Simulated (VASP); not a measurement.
# H13O6F in VASP: a series of runs, part 2 of 2

VASP 6.6.1.

### Step 3. Single point, LDA

The input, INCAR:

```
SYSTEM = H13O6F
PREC = Accurate ; ENCUT = 520
EDIFF = 1E-6 ; ISMEAR = -1
SIGMA = 0.05 ; LREAL = Auto
LASPH = .TRUE. ; NELM = 80
ALGO = Normal ; ISIF = 2
LWAVE = .FALSE. ; LCHARG = .FALSE.
NBANDS = 44
```

The input, KPOINTS:

```
Automatic mesh
0
G
  1 1 1
  0 0 0
```

The input, POSCAR:

```
H13O6F
1.0
    6.1745050000      0.0000000000      0.0000000000
    0.0000000000      6.1745050000      0.0000000000
    0.0000000000      0.0000000000      6.1745050000
O H F
6 13 1
Direct
    0.9043316023      0.2691875705      0.5397193783
    0.6423025004      0.5415008976      0.4057653205
    0.3525626751      0.6515502052      0.6782082126
    0.1341969923      0.8729930577      0.3396061709
    0.7651949428      0.0135395469      0.1708800948
    0.3431692095      0.5577127235      0.1487244727
    1.0042100541      0.2970926414      0.4226897541
    0.8474039619      0.1315571046      0.4879743396
    0.4893833595      0.5225682059      0.2845248324
    0.7519307216      0.4149644384      0.4974487833
    0.2090046085      0.7016918765      0.6248274153
    0.5850185561      0.6160169925      0.5480763235
    0.2550487853      0.6731389804      0.2288604512
    0.0018948887      0.9473957831      0.2696572438
    0.8587732944      0.1161226689      0.0852861889
    0.7530158288     -0.1267955893      0.1105027852
    0.3369662831      0.6074495040     -0.1587657634
    0.2097010206      0.4269815961      0.1299051503
    0.2442462999     -0.0323912605      0.3246090172
    0.1009149721      0.2665152915      0.1177908189
```

Potentials or basis: VASP PAW LDA potentials, release 64 (O, H, F).

Started as:

```bash
> cat potpaw_LDA.64/O/POTCAR potpaw_LDA.64/H/POTCAR potpaw_LDA.64/F/POTCAR > POTCAR
> mpirun -np 1 vasp_gam > vasp.out
```

OUTCAR:

```text
SYSTEM = H13O6F
   PREC = Accurate
   ENCUT = 520
   EDIFF = 1E-6
   ISMEAR = -1
   LREAL = Auto
   LASPH = .TRUE.
   NELM = 80
   ISIF = 2

 ion  position               nearest neighbor table
   1  0.904  0.269  0.540-   7 0.97   8 0.97  10 1.33
   2  0.642  0.542  0.406-  12 1.05  10 1.18   9 1.21
   3  0.353  0.652  0.678-  11 1.00  17 1.05
   4  0.134  0.873  0.340-  19 0.90  14 1.03
   5  0.765  0.014  0.171-  16 0.95  15 1.01
   6  0.343  0.558  0.149-  13 1.02  18 1.16   9 1.25
   7  0.004  0.297  0.423-   1 0.97
   8  0.847  0.132  0.488-   1 0.97
   9  0.489  0.523  0.285-   2 1.21   6 1.25
  10  0.752  0.415  0.497-   2 1.18   1 1.33
  11  0.209  0.702  0.625-   3 1.00
  12  0.585  0.616  0.548-   2 1.05
  13  0.255  0.673  0.229-   6 1.02
  14  0.002  0.947  0.270-   4 1.03
  15  0.859  0.116  0.085-   5 1.01
  16  0.753  0.873  0.111-   5 0.95
  17  0.337  0.607  0.841-   3 1.05
  18  0.210  0.427  0.130-   6 1.16  20 1.20
  19  0.244  0.968  0.325-   4 0.90
  20  0.101  0.267  0.118-  18 1.20

  LATTYP: Found a simple cubic cell.
 ALAT       =     6.1745050000

  Lattice vectors:

 A1 = (   6.1745050000,   0.0000000000,   0.0000000000)
 A2 = (   0.0000000000,   6.1745050000,   0.0000000000)
 A3 = (   0.0000000000,   0.0000000000,   6.1745050000)

Analysis of symmetry for initial positions (statically):
=====================================================================
 Subroutine PRICEL returns:
 Original cell was already a primitive cell.

 Routine SETGRP: Setting up the symmetry group for a
 simple cubic supercell.

 Subroutine GETGRP returns: Found  1 space group operations
 (whereof  1 operations were pure point group operations)
 out of a pool of 48 trial point group operations.

[... 146 lines left out ...]
     AMIX_MAG =   1.60;   BMIX_MAG =  1.00
  volume/ion in A,a.u.               =      11.77        79.43
  Fermi-wavevector in a.u.,A,eV,Ry     =   1.014383  1.916906 14.000030  1.028973
  Thomas-Fermi vector in A             =   2.147607
   LORBIT       =      0    0 simple, 1 ext, 2 COOP (PROOUT), +10 PAW based schemes
   GGA     = CA    functional components
   LHFCALC =     F    Hartree Fock is set to
   AEXX    =    0.0000 exact exchange contribution
   IVDW    =     0    specifies the selected vdW correction
   LEPSILON=     F    determine dielectric tensor
   LRPA    =     F    only Hartree local field effects (RPA)
 non-spin polarized calculation
  energy-cutoff  :      520.00
  volume of cell :      235.40
 maximum number of plane-waves:      3178
 NGX is ok and might be reduce to    48
   NGX = 23   NGY = 23   NGZ = 23

 number of electron      55.9999991 magnetization

 Free energy of the ion-electron system (eV)
  ---------------------------------------------------
  ext. energy  EPLUGINS =         0.00000000
  ---------------------------------------------------
  free energy    TOTEN  =      -101.33784862 eV

  energy without entropy =     -101.33784862  energy(sigma->0) =     -101.33784862

 E-fermi :  -3.1508     XC(G=0):  -6.5714

 val. band max:       -4.3747547909   @ k =   0.0000   0.0000   0.0000
 cond. band min:       0.2148484839   @ k =   0.0000   0.0000   0.0000
 fundamental gap:      4.5896032747
 Fermi energy:        -3.1507734335

 k-point     1 :       0.0000    0.0000    0.0000
  band No.  band energies     occupation
      1     -24.4985      2.00000
      2     -23.9774      2.00000
      3     -23.2813      2.00000
      4     -22.8051      2.00000
      5     -22.1064      2.00000
      6     -21.5583      2.00000
[... 32 lines left out ...]
     39       6.7068      0.00000
     40       6.7714      0.00000
 [bands above 40 left out]

------------------------ aborting loop because EDIFF is reached ----------------------------------------

  FORCE on cell =-STRESS in cart. coord.  units (eV):
  Direction    XX          YY          ZZ          XY          YZ          ZX
  --------------------------------------------------------------------------------------
  -------------------------------------------------------------------------------------
  Total       -0.5283004      2.4044292     -5.7536300      3.0383891      1.8404088     -2.2030928
  in kB       -3.5957136     16.3650049    -39.1603058     20.6798569     12.5261741    -14.9946706
  external PRESSURE =      -8.7970048 kB  Pullay stress =       0.0000000 kB

 VOLUME and BASIS-vectors are now :
 -----------------------------------------------------------------------------
  energy-cutoff  :      520.00
  volume of cell :      235.40
      direct lattice vectors                 reciprocal lattice vectors
     6.174505000  0.000000000  0.000000000     0.161956303  0.000000000  0.000000000
     0.000000000  6.174505000  0.000000000     0.000000000  0.161956303  0.000000000
     0.000000000  0.000000000  6.174505000     0.000000000  0.000000000  0.161956303

 POSITION                                       TOTAL-FORCE (eV/Angst)
 -----------------------------------------------------------------------------------
      5.58380      1.66210      3.33250        -0.547782      0.117863      0.929710
      3.96590      3.34350      2.50540         0.733109      0.054815      2.616793
      2.17690      4.02300      4.18760        -0.683041     -0.276039      2.287494
      0.82860      5.39030      2.09690        -4.037633     -2.908397      0.535237
      4.72470      0.08360      1.05510         0.692831      1.864074      0.973602
      2.11890      3.44360      0.91830        -0.584227     -0.062969      0.358476
[... 12 lines left out ...]
      1.50810      5.97451      2.00430         3.709660      3.366951     -0.471460
      0.62310      1.64560      0.72730        -0.743665     -0.216192      0.398897
 -----------------------------------------------------------------------------------
    total drift:                               -0.002648      0.002802     -0.007090

  FREE ENERGIE OF THE ION-ELECTRON SYSTEM (eV)
  ---------------------------------------------------
  free  energy   TOTEN  =      -101.3378486189 eV

  energy  without entropy=     -101.3378486189  energy(sigma->0) =     -101.33784862
```

OSZICAR:

```text
N       E                     dE             d eps       ncg     rms          rms(c)
DAV:   1     0.432931431313E+03    0.43293E+03   -0.30270E+04    88   0.115E+03
DAV:   2    -0.662861214353E+02   -0.49922E+03   -0.47426E+03   112   0.291E+02
DAV:   3    -0.110632026332E+03   -0.44346E+02   -0.44106E+02   112   0.930E+01
DAV:   4    -0.111266529443E+03   -0.63450E+00   -0.63371E+00   120   0.124E+01
DAV:   5    -0.111273552323E+03   -0.70229E-02   -0.70197E-02   112   0.125E+00    0.184E+01
DAV:   6    -0.101903458900E+03    0.93701E+01   -0.28580E+01   104   0.248E+01    0.654E+00
DAV:   7    -0.101560513252E+03    0.34295E+00   -0.12715E+00   112   0.479E+00    0.415E+00
DAV:   8    -0.101338700516E+03    0.22181E+00   -0.35001E-01   112   0.350E+00    0.741E-01
DAV:   9    -0.101328899555E+03    0.98010E-02   -0.38517E-02   120   0.119E+00    0.356E-01
DAV:  10    -0.101334317495E+03   -0.54179E-02   -0.17583E-02    96   0.696E-01    0.195E-01
DAV:  11    -0.101336369239E+03   -0.20517E-02   -0.17170E-03   104   0.332E-01    0.701E-02
DAV:  12    -0.101337641462E+03   -0.12722E-02   -0.82353E-04    96   0.161E-01    0.320E-02
DAV:  13    -0.101337818817E+03   -0.17735E-03   -0.14815E-04   120   0.845E-02    0.238E-02
DAV:  14    -0.101337844206E+03   -0.25389E-04   -0.35163E-05    96   0.399E-02    0.811E-03
DAV:  15    -0.101337847964E+03   -0.37577E-05   -0.14543E-05   112   0.198E-02    0.383E-03
DAV:  16    -0.101337848619E+03   -0.65529E-06   -0.74004E-07    88   0.580E-03
   1 F= -.10133785E+03 E0= -.10133785E+03  d E =-.611819E-10
```

It took 13 s on 1 thread of Intel Xeon Platinum 8375C at 2.90GHz (Ice Lake), shared host; peak memory 0.23 GiB.

What came out:

```yaml
Free_energy: -101.3378 eV
Pressure: -0.9 GPa
Largest_force: 5.032 eV/Å
Band_gap_on_the_k_mesh: 4.59 eV, direct
```

Forces in eV/Å, atoms in the order of the input:
```
O   -0.548  0.118  0.930
O    0.733  0.055  2.617
O   -0.683 -0.276  2.287
O   -4.038 -2.908  0.535
O    0.693  1.864  0.974
O   -0.584 -0.063  0.358
H    1.150  0.539 -1.160
H   -0.604 -0.680 -0.021
H    0.047  0.070 -0.260
H   -0.719  0.447 -1.740
H    0.731  0.022  0.035
H   -0.593 -0.519 -1.839
H    0.182  0.097 -0.469
H    0.447 -0.711  0.355
H   -0.125 -0.270  0.040
H   -0.244 -1.360 -0.906
H    0.182  0.628 -1.662
H    1.008 -0.203 -0.001
H    3.710  3.367 -0.471
F   -0.744 -0.216  0.399
```

LDA gaps usually lie below the measured ones, often by a third to a half.

### Step 4. Single point, LDA

The input, INCAR:

```
ALGO = Normal
EDIFF = 1E-6
ENCUT = 520
ISIF = 2
ISMEAR = -1
LASPH = True
LCHARG = False
LREAL = Auto
LWAVE = False
NBANDS = 44
NELM = 100
PREC = Accurate
SIGMA = 0.05
```

The input, KPOINTS:

```
k-points
0
Gamma
  1 1 1
```

The input, POSCAR:

```
H13O6F
1.0
    6.1745050000      0.0000000000      0.0000000000
    0.0000000000      6.1745050000      0.0000000000
    0.0000000000      0.0000000000      6.1745050000
O H F
6 13 1
Direct
    0.8936424863      0.2725724572      0.5205113608
    0.5996108190      0.5518499054      0.4124055289
    0.3973597884      0.7123324056      0.7114416459
    0.1607254347      0.8567488406      0.3125594683
    0.7556233253     -0.0222042091      0.1570328310
    0.3440437735      0.5549918576      0.1306825405
    0.9765965045      0.2715035456      0.3664585258
    0.8392413643      0.1299213459      0.5197663618
    0.4897234677      0.5476390415      0.2749694105
    0.7037649172      0.4205843221      0.4521172143
    0.2794070132      0.8207459545      0.6904035222
    0.5073767047      0.5848727955      0.5674786886
    0.2505302044      0.6775927787      0.1731960700
    0.0088428141      0.8824998927      0.2706613729
    0.8130854214      0.1127215866      0.1100007207
    0.6308521898      0.0092962918      0.2543847644
    0.3833667638      0.6314028412     -0.1403513318
    0.2329579456      0.4093121635      0.1091585479
    0.2160011207      0.0240181197      0.2677785507
    0.1045265977      0.2378328303      0.1467648014
```

Started as:

```bash
> cat potpaw_LDA.64/O/POTCAR potpaw_LDA.64/H/POTCAR potpaw_LDA.64/F/POTCAR > POTCAR
> mpirun -np 1 vasp_gam > vasp.out
```

Wall time 15 s (1 thread of Intel Xeon Platinum 8375C at 2.90GHz (Ice Lake), shared host); peak memory 0.23 GiB.

The run converged. Its results:

- Free energy: -101.5848 eV
- Pressure: -1.7 GPa
- Largest force: 3.673 eV/Å
- Band gap on the k mesh: 4.52 eV, direct

Forces on the atoms (eV/Å):
```
O    1.138  1.770 -2.289
O    0.855 -0.956  2.590
O   -0.362 -0.543  1.684
O    1.244  3.397 -0.291
O   -1.267 -1.309  1.193
O   -0.620 -2.528 -2.591
H   -0.397  0.206  1.507
H   -0.670 -2.001  0.355
H   -0.276 -0.396 -0.151
H   -0.137  0.807 -0.421
H    0.561 -0.964 -0.198
H    0.245  0.907 -1.791
H   -0.599  1.120  0.780
H   -0.795 -0.250 -0.089
H    0.781  1.502 -0.550
H    0.728 -0.298 -0.715
H   -0.151  1.050 -0.560
H    0.902  1.040  0.833
H   -1.291 -2.780  0.448
F    0.112  0.227  0.255
```

Stress tensor (GPa, compression positive):
```
-1.04 -0.17  1.21
-0.17 -1.22  1.46
 1.21  1.46 -2.98
```

Levels at points of the mesh, in eV from the valence-band top:
| k point | band 24 | band 25 | band 26 | band 27 | band 28 | band 29 | band 30 | band 31 | band 32 | band 33 |
| --- | --- | --- | --- | --- | --- | --- | --- | --- | --- | --- |
| (0.00, 0.00, 0.00) | -0.72 | -0.59 | -0.46 | -0.16 | 0.00 | 4.52 | 7.45 | 8.16 | 8.38 | 8.84 |

Expect the measured gap to be larger: semilocal functionals such as LDA lack the derivative discontinuity.

### Step 5. Single point, LDA

The input, INCAR:

```
SYSTEM = H13O6F
PREC     = Accurate       ! precision mode
ENCUT    = 520            ! plane-wave cutoff, eV
EDIFF    = 1E-6           ! SCF threshold, eV
ISMEAR   = -1             ! smearing method
SIGMA    = 0.05           ! smearing width, eV
LREAL    = Auto         
LASPH    = .TRUE.         ! aspherical terms in the spheres
NELM     = 80             ! most SCF steps
ALGO     = Normal         ! electronic algorithm
ISIF     = 2              ! what is computed and relaxed
LWAVE    = .FALSE.        ! write WAVECAR
LCHARG   = .TRUE.         ! write CHGCAR
LELF     = .TRUE.         ! ELF
LVHAR    = .TRUE.       
NBANDS   = 44             ! bands
```

The input, KPOINTS:

```
Automatic mesh
0
G
  1 1 1
  0 0 0
```

The input, POSCAR:

```
H13O6F
1.0
    6.1745050000      0.0000000000      0.0000000000
    0.0000000000      6.1745050000      0.0000000000
    0.0000000000      0.0000000000      6.1745050000
O H F
6 13 1
Direct
    0.8656564372      0.2762002784      0.4959263941
    0.5690496647      0.5820871471      0.4277103995
    0.4316297420      0.7757706893      0.7337106375
    0.1327231900      0.8130368345      0.3012549184
    0.7574534315     -0.0623855677      0.1257914602
    0.3363832404      0.5627171733      0.0938698730
    0.9281229831      0.2641669251      0.3457929016
    0.9596720709      0.3687421097      0.5919988728
    0.4855773864      0.5711389010      0.2796337520
    0.6929462362      0.4553401447      0.4443433117
    0.3430558401      0.9007361724      0.7008820950
    0.5263741790      0.7052873064      0.5755117212
    0.2384482643      0.6988576412      0.1835612733
   -0.0351931045      0.8223817132      0.2680700720
    0.7864760009      0.0554862293      0.0271276807
    0.6348039236     -0.0145274803      0.2053767873
    0.3754632962      0.7206731552     -0.1266660242
    0.2686531147      0.4075306442      0.1074580068
    0.1460359980     -0.0324074561      0.2639725776
    0.1524494676      0.1987527745      0.2052796135
```

Started as:

```bash
> cat potpaw_LDA.64/O/POTCAR potpaw_LDA.64/H/POTCAR potpaw_LDA.64/F/POTCAR > POTCAR
> mpirun -np 1 vasp_gam > vasp.out
```

It took 19 s on 1 thread of Intel Xeon Platinum 8375C at 2.90GHz (Ice Lake), shared host; peak memory 0.24 GiB.

The run converged. Its results:

```yaml
Free_energy: -101.2871 eV
Pressure: -1.4 GPa
Largest_force: 2.874 eV/Å
Band_gap_on_the_k_mesh: 4.09 eV, direct
```

Forces in eV/Å, atoms in the order of the input:
```
O   -0.614  1.288  0.642
O    1.966 -0.570  0.678
O    0.134  1.691 -0.464
O   -2.763 -0.344  0.713
O    0.783 -0.671 -0.257
O    0.128 -0.276 -0.284
H    1.321 -0.154  0.391
H   -0.377 -0.871 -1.216
H   -0.397  0.019 -0.255
H   -1.230  1.140  0.256
H   -0.189  0.424 -0.467
H   -0.400 -1.872 -0.666
H   -0.180 -1.507 -0.352
H    1.345 -0.647  0.032
H    0.466  0.318 -0.439
H   -1.213  0.192  0.881
H    0.271 -1.869  1.206
H    0.080  1.213  0.304
H    1.033  2.250 -0.310
F   -0.167  0.247 -0.391
```

Stress tensor (GPa, compression positive):
```
-1.79  0.58 -1.73
 0.58 -1.56 -0.43
-1.73 -0.43 -0.90
```

Levels at points of the mesh, in eV from the valence-band top:
| k point | band 24 | band 25 | band 26 | band 27 | band 28 | band 29 | band 30 | band 31 | band 32 | band 33 |
| --- | --- | --- | --- | --- | --- | --- | --- | --- | --- | --- |
| (0.00, 0.00, 0.00) | -0.77 | -0.66 | -0.54 | -0.09 | 0.00 | 4.09 | 7.15 | 7.35 | 8.04 | 8.42 |

### Step 6. Molecular dynamics, LDA

The input, INCAR:

```
SYSTEM = H13O6F
PREC = Accurate
ENCUT = 520
EDIFF = 1E-5
ISMEAR = -1
SIGMA = 0.05
LREAL = Auto
LASPH = .TRUE.
NELM = 60
ALGO = Normal
ISIF = 2
LWAVE = .FALSE.
LCHARG = .FALSE.
NBANDS = 44
IBRION = 0
NSW = 40
POTIM = 0.5
TEBEG = 700.0
TEEND = 700.0
ISYM = 0
NELMIN = 4
RANDOM_SEED = 129358 0 0
MDALGO = 1
ANDERSEN_PROB = 0.0
```

The input, KPOINTS:

```
regular mesh
0
G
  1 1 1
  0 0 0
```

The input, POSCAR:

```
H13O6F
1.0
    6.1745050000      0.0000000000      0.0000000000
    0.0000000000      6.1745050000      0.0000000000
    0.0000000000      0.0000000000      6.1745050000
O H F
6 13 1
Direct
    0.8845591800      0.2848674100      0.4919558600
    0.6387670400      0.6012862700      0.4201573700
    0.3264490500      0.6325292500      0.6762189600
    0.1375489200      0.8410414600      0.4003388300
    0.7640473900     -0.0088795200      0.1613988600
    0.3596848100      0.5755698000      0.0589490400
    1.0341068500      0.2989705900      0.4066113400
    0.7977887000      0.2157575600      0.3720719200
    0.5900473700      0.6065765700      0.2696913400
    0.7644629400      0.4770383700      0.4659595200
    0.2539851600      0.7488443600      0.5527803500
    0.4735120700      0.6050757100      0.5803578000
    0.2561426800      0.6683449500      0.1608826800
   -0.0231834100      0.8245093100      0.4002002600
    0.8898905200      0.0732206300      0.0984220400
    0.6213089200      0.0700977000      0.1525999000
    0.3346599000      0.6292059600     -0.1536596400
    0.3040857500      0.4271843700      0.1002208900
    0.1722232100     -0.0002364500      0.3452941800
    0.1308801200      0.2312391000      0.1855112600
```

Potentials or basis: VASP PAW LDA potentials, release 64 (O, H, F).

Started as:

```bash
> cat potpaw_LDA.64/O/POTCAR potpaw_LDA.64/H/POTCAR potpaw_LDA.64/F/POTCAR > POTCAR
> mpirun -np 1 vasp_gam > vasp.out
```

It took 3.7 min on 1 thread of Intel Xeon Platinum 8375C at 2.90GHz (Ice Lake), shared host; peak memory 0.26 GiB.

The path:
```csv
step,potential energy change (eV),largest force (eV/Å),pressure (GPa),volume (Å³),temperature (K)
1,0.0000,3.2118,-3.70,235.40,702
2,-0.0108,2.8879,-3.68,235.40,706
3,-0.0063,2.8478,-3.47,235.40,705
4,0.0063,3.0833,-3.09,235.40,700
5,0.0204,3.0670,-2.59,235.40,694
6,0.0273,3.0918,-2.01,235.40,691
7,0.0158,3.7345,-1.42,235.40,696
8,-0.0230,4.1120,-0.87,235.40,712
9,-0.0829,4.0269,-0.39,235.40,735
10,-0.1370,3.5437,0.00,235.40,756
11,-0.1538,2.9436,0.30,235.40,763
12,-0.1248,3.1618,0.50,235.40,752
13,-0.0764,3.9730,0.53,235.40,733
14,-0.0487,4.0170,0.35,235.40,722
15,-0.0608,3.2846,-0.04,235.40,727
16,-0.0988,3.0951,-0.59,235.40,742
17,-0.1339,3.2043,-1.21,235.40,755
18,-0.1445,3.2468,-1.80,235.40,760
19,-0.1248,3.2240,-2.29,235.40,752
20,-0.0822,3.1260,-2.63,235.40,735
21,-0.0313,3.1801,-2.80,235.40,714
22,0.0118,3.4055,-2.78,235.40,697
23,0.0354,3.4379,-2.59,235.40,688
24,0.0358,3.2849,-2.23,235.40,687
25,0.0186,2.9310,-1.74,235.40,694
26,-0.0048,2.7776,-1.12,235.40,703
27,-0.0223,2.8018,-0.43,235.40,710
28,-0.0261,3.6153,0.29,235.40,711
29,-0.0116,3.8185,0.98,235.40,705
30,0.0240,3.3349,1.57,235.40,691
31,0.0750,3.7354,1.99,235.40,670
32,0.1204,3.9625,2.16,235.40,652
33,0.1365,3.5538,2.07,235.40,646
34,0.1175,3.8409,1.70,235.40,653
35,0.0787,4.0642,1.12,235.40,669
36,0.0420,4.1481,0.42,235.40,683
37,0.0205,4.0175,-0.29,235.40,692
38,0.0139,3.6361,-0.94,235.40,695
39,0.0149,3.0348,-1.45,235.40,695
40,0.0152,3.1556,-1.79,235.40,694
```
